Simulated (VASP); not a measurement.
A run of VASP 6.6.1:

File INCAR:

```
SYSTEM = TiC
  ALGO = Normal
  EDIFF = 1E-7
  ENCUT = 520
  GGA = PE
  ISIF = 2
  ISMEAR = 1
  IVDW = 12
  LASPH = .True.
  LCHARG = .True.
  LREAL = .False.
  LVHAR = .True.
  LWAVE = .False.
  NELM = 60
  PREC = Accurate
  SIGMA = 0.1
```

Contents of KPOINTS:

```
k-points
0
Gamma
  16 16 16
  0 0 0
```

POSCAR

```
TiC                                     
1.0
   -0.0000000000      2.1457580112      2.1457580112
    2.1457580112     -0.0000000000      2.1457580112
    2.1457580112      2.1457580112     -0.0000000000
  Ti              C             
     1     1
Direct
     0.0000000000000000    0.0000000000000000    0.0000000000000000
     0.5000000000000000    0.5000000000000000    0.5000000000000000
```

Potentials or basis: VASP PAW PBE potentials, release 64 (Ti_sv, C).

Command:

```bash
$ cat potpaw_PBE.64/Ti_sv/POTCAR potpaw_PBE.64/C/POTCAR > POTCAR
$ mpirun -np 1 vasp_std > vasp.out
```

Hardware: 1 thread of AMD EPYC 7R43 64-Core Processor (Zen 3) (shared host).

Estimate the wall time of this run.

Run time: 74 s on 1 thread of AMD EPYC 7R43 64-Core Processor (Zen 3), on a shared host, peak memory 0.14 GiB. Counts: scf iterations 15, k points 145.
